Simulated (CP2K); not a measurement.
Slab: WS2, a slab with vacuum.

```
CELL_PARAMETERS angstrom
3.18352 0.00000 0.00000
-1.59176 2.75701 0.00000
0.00000 0.00000 16.95058
ATOMIC_POSITIONS crystal
W 0.00000 0.00000 0.00000
S 0.33333 0.66667 0.09200
S 0.33333 0.66667 0.90800
```

Program: CP2K 2026.2. Alike in all runs: task band structure; no spin polarisation; cell as given; k mesh 10 × 10 × 2. Hardware: 1 thread of Arm Neoverse V2, with other jobs on the host.

Order these runs on this cell by their wall time, lowest first.
A. level r2SCAN; potentials or basis POTENTIAL_UZH W GTH-SCAN-q14, S GTH-SCAN-q6; TZVP-MOLOPT-SCAN-GTH basis; smearing fermi-dirac 0.1 eV; NGRIDS 5; points a segment of the path (NPOINTS) 10; bands added on the path 2; CUTOFF of the grids 675 Ry
B. level TB-mBJ; potentials or basis POTENTIAL_UZH W GTH-PBE-q14, S GTH-PBE-q6; TZVP-MOLOPT-PBE-GTH basis; smearing fermi-dirac 0.1 eV; NGRIDS 4; points a segment of the path (NPOINTS) 10; bands added on the path 2; CUTOFF of the grids 675 Ry
C. level LDA; potentials or basis GTH_POTENTIALS W GTH-PADE-q14, S GTH-PADE-q6; TZVP-MOLOPT-PBE-GTH basis; smearing fermi-dirac 0.01 eV; NGRIDS 5; points a segment of the path (NPOINTS) 6; bands added on the path 4; CUTOFF of the grids 450 Ry

C (22 s), A (69 s), B (180 s).

Caveats: this is a model potential without an energy functional, so only levels have meaning (some runs).
